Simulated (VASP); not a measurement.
# Si under changes of volume

One of the cells (13.990 Å³/atom); the others are scaled copies at fixed shape and fractional positions:

```
Si
1.0
    -1.64240    1.64240    1.29662
     1.64240   -1.64240    1.29662
     1.64240    1.64240   -1.29662
Si
1
Cartesian
  0.0000 0.0000 0.0000
```

This isn't the form of Si at room conditions, which is diamond.

- Program: VASP 6.6.1
- Functional: LDA
- Potentials or basis: VASP PAW LDA potentials, release 64 (Si)
- Cutoff: 520 eV
- k mesh: 12 × 12 × 12
- Occupations: fermi-dirac, width 0.05 eV
- Spin: no spin polarisation

| volume (Å³/atom) | energy over the lowest point (meV/atom) | pressure (GPa) |
| --- | --- | --- |
| 13.431 | ? | ? |
| 13.711 | 1.97 | 2.1 |
| 13.990 | 0.00 | 0.0 |
| 14.270 | 1.52 | -1.9 |
| 14.550 | 6.21 | -3.6 |

What does the run at 13.431 Å³/atom give?

Energy over the lowest point 7.86 meV/atom; pressure 4.5 GPa.

Worked out: A Birch-Murnaghan fit of order 2 (a polynomial in V^(-2/3)) to the other rows has its minimum at 14.00 Å³/atom with B0 = V·E''(V) = 100 GPa at fixed shape and positions, which overstates the stiffness. It gives 7.81 meV/atom at 13.431 Å³/atom, against the run's 7.86, and -dE/dV = 4.5 GPa, against 4.5.

Energies are extrapolated to zero smearing.
